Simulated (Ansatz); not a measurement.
Seebeck coefficient (μV/K, mean over directions) of p-type LaAlO$_{3}$ (Pm-3m) against carrier density, Ansatz (an electronic-structure program) with r2SCAN with spin-orbit coupling, rigid bands. Computed gap 4.01 eV; densities at which minority carriers matter at this gap, or further valleys turn the trend, are left out. Conductivity mass 1.58 mₑ (harmonic mean over directions), N_v = 3.8e20 cm⁻³ at 300 K.

```csv
hole density,300 K,500 K
1e16 cm⁻³,1138,1201
1e17 cm⁻³,940,___
1e18 cm⁻³,___,805
3e18 cm⁻³,647,710
1e19 cm⁻³,543,606
3e19 cm⁻³,___,512
1e20 cm⁻³,346,408
3e20 cm⁻³,254,315
1e21 cm⁻³,159,217
```

Q: Some entries are withheld; supply them.

A: 
- 1e17 cm⁻³, 500 K: 1003
- 1e18 cm⁻³, 300 K: 741
- 3e19 cm⁻³, 300 K: 449

Rigid bands with a gap fixed in temperature, one relaxation time for all states, no polarons or phonon drag, and whether or not such doping can be reached.

LaAlO3 (Pm-3m): a high-temperature phase held by its symmetry.
